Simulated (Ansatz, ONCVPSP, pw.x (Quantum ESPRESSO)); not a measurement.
# Equation-of-state test of one ONCV potential (zirconium)

```json
{"Element": "Zr (Z = 40)", "Generator": "ONCVPSP 4.0.1.1 (patched build)", "Type": "optimised norm-conserving Vanderbilt (ONCV)", "Functional": "PBE", "Relativity": "scalar-relativistic", "Frozen core": "[Ar] 3d10", "Valence charge": "12", "Reference configuration": "4s2 4p6 4d2 5s2", "Partial waves": "4s+5s: rc 2.15 bohr, ncon 4, nbas 7, qcut 6.3 1/bohr, 2 projectors; 4p: rc 2.25 bohr, ncon 4, nbas 7, qcut 5.4 1/bohr, 2 projectors, debl 2.4 Ha; 4d: rc 1.95 bohr, ncon 4, nbas 7, qcut 3 1/bohr, 2 projectors, debl 1.3 Ha", "Local potential": "polynomial inside 1.40 bohr (lpopt 2, dvloc0 6 Ha)", "Core correction": "polynomial model core, fcfact 0.3"}
```

Crystal test: bcc Zr in pw.x 7.5, no spin, 13³ k-points, Fermi–Dirac smearing 0.01 Ry, cutoffs 115/460 Ry. The reference is all-electron LAPW (Ansatz 0.2.0) with the same functional, mesh and smearing; V0 and B0 come from Birch–Murnaghan fits to the pressures at five volumes. Errors are pseudo minus all-electron; Δ is the rms difference of the E(V) curves that follow from these fits, minima aligned, over ±6 % about the mean V0. Mesh and smearing are coarse, so the numbers serve the comparison and aren't converged zero-temperature values; the lattice is a test structure that the element need not adopt.

All-electron: a0 = 3.582 Å (V0 = 22.98 Å³/atom), B0 = 86.4 GPa.

**Question.** How far does the potential miss the all-electron equation of state?

**Answer.** mean pressure error (GPa): +0.15; a0 (Å): 3.584; a0 error (%): +0.06; B0 error (%): +0.2; Δ (meV/atom): 0.7.

```tsv
V (Å³/atom)	P all-electron (GPa)	P pseudo (GPa)
21.920	4.41	4.59
22.497	1.91	2.07
23.074	-0.34	-0.20
23.651	-2.37	-2.24
24.228	-4.19	-4.08
```

**Question.** At the middle volume, how do free energy and pressure move when the wave cutoff is lowered (ecutrho kept at four times it)?

**Answer.**

```csv
cutoff (Ry),shift of F (meV/atom),shift of P (GPa)
52,+288.5,+1.38
69,+182.9,-2.81
92,+12.3,-0.97
```

The run at the middle volume (84 k-points, 7 iterations) took about 2 min on one core of a shared host (Neoverse-N1, 64 threads, 124 GiB, load 60).
